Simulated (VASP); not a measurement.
# Na: molecular dynamics with a thermostat

Na, Pm-3n (no. 223), 16 atoms in the cell. PBE, molecular dynamics; PAW potentials Na (PBE set).

Ensemble: Nose-Hoover; Target temperature (K): 1600.

## Input

INCAR:
```
GGA = PE ; PREC = Normal
ENCUT = 200 ; EDIFF = 1E-6
NELMIN = 4 ; NELM = 60
ALGO = Fast ; LREAL = Auto
LASPH = True ; ISMEAR = -1
SIGMA = 0.069 ; ISYM = 0
LWAVE = False ; LCHARG = False
IBRION = 0 ; NSW = 60
POTIM = 2.0 ; TEBEG = 1600
ISIF = 2 ; RANDOM_SEED = 794833 0 0
MDALGO = 2 ; SMASS = 0
KPAR = 2
```

KPOINTS:
```
k-points
0
Monkhorst-Pack
  2 2 1
```

POSCAR:
```
Na
1.0
    6.6966880000      0.0000000000      0.0000000000
    0.0000000000      6.6966880000      0.0000000000
    0.0000000000      0.0000000000     13.3933760000
Na
16
Direct
    0.0000000000      0.5000000000      0.3750000000
    0.0000000000      0.5000000000      0.8750000000
    0.5000000000      0.5000000000      0.2500000000
    0.5000000000      0.5000000000      0.7500000000
    0.7500000000      0.0000000000      0.2500000000
    0.7500000000      0.0000000000      0.7500000000
    0.2500000000      0.0000000000      0.2500000000
    0.2500000000      0.0000000000      0.7500000000
    0.0000000000      0.5000000000      0.1250000000
    0.0000000000      0.5000000000      0.6250000000
    0.5000000000      0.7500000000      0.0000000000
    0.5000000000      0.7500000000      0.5000000000
    0.5000000000      0.2500000000      0.0000000000
    0.5000000000      0.2500000000      0.5000000000
    0.0000000000      0.0000000000      0.0000000000
    0.0000000000      0.0000000000      0.5000000000
```

Commands:
```
cat potpaw_PBE.64/Na/POTCAR > POTCAR
mpirun -np 2 vasp_std > vasp.out
```

## Result

- Mean temperature (K): 1612
- Spread of the conserved energy (meV/atom): 0.11
- Rise of the mean potential energy above the start (meV/atom): 85.6
- Electronic steps per ionic step after the first: 4.1

Course of the run:

| Time (fs) | Temperature (K) | Potential energy less the first (meV/atom) | Conserved energy less the first (meV/atom) |
|---|---|---|---|
| 2 | 1600 | 0.0 | 0.00 |
| 12 | 1564 | 4.7 | 0.02 |
| 20 | 1501 | 14.3 | 0.03 |
| 30 | 1427 | 32.0 | 0.06 |
| 38 | 1407 | 49.1 | 0.07 |
| 48 | 1464 | 71.9 | 0.09 |
| 56 | 1581 | 90.0 | 0.11 |
| 66 | 1777 | 110.9 | 0.10 |
| 74 | 1902 | 125.0 | 0.07 |
| 84 | 1915 | 137.5 | 0.06 |
| 92 | 1808 | 142.0 | 0.09 |
| 102 | 1623 | 140.8 | 0.10 |
| 110 | 1502 | 136.3 | 0.09 |
| 120 | 1425 | 129.3 | 0.08 |

REPORT:
```
MDALGO =   2
               SCALING =       0
                 CNEXP =     9.000   14.000
           RANDOM_SEED =            794833                0                0

   original number of atomic DOF:         45
   number of independent constraints:      0
   number of active DOF:                  45

========================================
         MD step No.       1
========================================

  Atomic velocities initialized by STEP_tb

  >Energies
                    E_tot             E_pot             E_kin               EPS                ES
   e_b>   -0.17269094E+02   -0.20371348E+02    0.31022536E+01    0.00000000E+00    0.00000000E+00

  >Temperature
               T_sim     T_inst
   tmprt>   1600.000   1599.997

  >Thermostat:
           s(n+1) sdot(n+1)      s(n)   sdot(n)        Qs
   s_b>  -0.00000  -0.00000   0.00000   0.00000   0.43281

           RANDOM_SEED =            794833               96                0

[... steps left out ...]

========================================
         MD step No.      60
========================================

  >Energies
                    E_tot             E_pot             E_kin               EPS                ES
   e_b>   -0.17267868E+02   -0.18303210E+02    0.27625074E+01    0.97002807E-02   -0.17368659E+01

  >Temperature
               T_sim     T_inst
   tmprt>   1600.000   1424.772

  >Thermostat:
           s(n+1) sdot(n+1)      s(n)   sdot(n)        Qs
   s_b>  -0.27441   0.00484  -0.27994   0.00621   0.43281

           RANDOM_SEED =            794833               96                0
```

OSZICAR:
```
N       E                     dE             d eps       ncg     rms          rms(c)
DAV:   1    -0.101933658102E+02   -0.10193E+02   -0.17230E+03    68   0.246E+02
DAV:   2    -0.199334290097E+02   -0.97401E+01   -0.86662E+01    86   0.384E+01
DAV:   3    -0.203672971349E+02   -0.43387E+00   -0.42400E+00    96   0.805E+00
DAV:   4    -0.203785134136E+02   -0.11216E-01   -0.11212E-01   120   0.141E+00
DAV:   5    -0.203785414589E+02   -0.28045E-04   -0.28044E-04    96   0.816E-02    0.817E-01
RMM:   6    -0.203762528569E+02    0.22886E-02   -0.81404E-04    68   0.147E-01    0.547E-01
RMM:   7    -0.203714268583E+02    0.48260E-02   -0.29515E-03    68   0.285E-01    0.295E-02
RMM:   8    -0.203713500145E+02    0.76844E-04   -0.56500E-05    68   0.419E-02    0.666E-03
RMM:   9    -0.203713470179E+02    0.29967E-05   -0.14049E-05    68   0.202E-02    0.857E-04
RMM:  10    -0.203713475963E+02   -0.57843E-06   -0.36944E-06    66   0.944E-03
      1 T=  1600. E= -.17269094E+02 F= -.20371348E+02 E0= -.20216079E+02  EK= 0.31023E+01 SP= 0.00E+00 SK= 0.00E+00
       N       E                     dE             d eps       ncg     rms          rms(c)
[... left out ...]
     58 T=  1445. E= -.17267846E+02 F= -.18258856E+02 E0= -.18143647E+02  EK= 0.28017E+01 SP= -.18E+01 SK= 0.19E-01
     59 T=  1433. E= -.17267854E+02 F= -.18281349E+02 E0= -.18165890E+02  EK= 0.27787E+01 SP= -.18E+01 SK= 0.14E-01
[... last step whole ...]
       N       E                     dE             d eps       ncg     rms          rms(c)
DAV:   1    -0.183032055046E+02   -0.21857E-01   -0.78821E-04   112   0.114E-01    0.679E-04
RMM:   2    -0.183032089573E+02   -0.34527E-05   -0.34286E-05    68   0.317E-02    0.415E-04
RMM:   3    -0.183032095790E+02   -0.62168E-06   -0.58200E-06    65   0.125E-02    0.317E-04
RMM:   4    -0.183032097686E+02   -0.18963E-06   -0.17908E-06    48   0.626E-03
     60 T=  1425. E= -.17267868E+02 F= -.18303210E+02 E0= -.18187486E+02  EK= 0.27625E+01 SP= -.17E+01 SK= 0.97E-02
```

Limits: 120 fs of 16 atoms are too short for converged averages.

VASP 6.6.1 took 231 s on 2 cores (AMD EPYC 7571), a shared host.
